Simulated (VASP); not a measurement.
Here is the system:

```xyz
2
Lattice="0.0000 3.0540 3.0540 3.0540 0.0000 3.0540 3.0540 3.0540 0.0000" Properties=species:S:1:pos:R:3 pbc="T T T"
Zn     0.0000     0.0000     0.0000
Te     1.5270     1.5270     1.5270
```

Computed with r2SCAN meta-GGA, VASP's PBE PAW potentials (set 64) (plane waves; VASP). Run with 400 eV cut-off, 7×7×7 Γ-centred mesh, Gaussian smearing of 0.050 eV, potentials Zn Te.

Unless said otherwise, spin-orbit coupling is left out, though it shifts the bands of the heavy elements here.

Task: Predict the energy per atom (σ→0), band gap (on the k-mesh) with the smallest direct gap where there is one.

Result: 
| Item | Value |
|---|---|
| band gap (on the k-mesh) | 1.81 eV |
| smallest direct gap (on the k-mesh) | 1.81 eV |
| energy per atom (σ→0) | -17.724 eV/atom |

Total energies compare only between runs with the same potentials, cut-off and functional.

The compound is ZnTe in the zinc blende structure. It was relaxed first. The start is the result of an earlier pass.
